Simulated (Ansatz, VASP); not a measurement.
## One calculation of LiF, two programs

```
Li F
1.0
     0.00000    2.07467    1.94683
     2.07467    0.00000    1.94683
     2.07467    2.07467    0.00000
Li F
1 1
Direct
  0.00000 0.00000 0.00000
  0.50000 0.50000 0.50000
```

Change from the starting cell: epitaxial_xy strain +4.0%.

Alike in both runs: task single point; functional PBE; k mesh 10 × 10 × 10; occupations fermi-dirac, width 0.02 eV; no spin polarisation.

|  | VASP | Ansatz |
| --- | --- | --- |
| version | VASP 6.6.1 | Ansatz 0.2.0 |
| potentials or method | VASP PAW PBE potentials, release 64 (Li_sv, F) | plane waves, PAW |
| plane-wave cutoff (eV) | 520 | 420 |
| valence electrons in the cell | 10 | 10 |

|  | VASP | Ansatz | Ansatz less VASP |
| --- | --- | --- | --- |
| gap on the k mesh at the Fermi level (eV) | 8.80 | 8.80 | +0.001 |

With one functional, cell and mesh, what is left measures potentials, basis and numerics.

 A k mesh can miss the band edges.
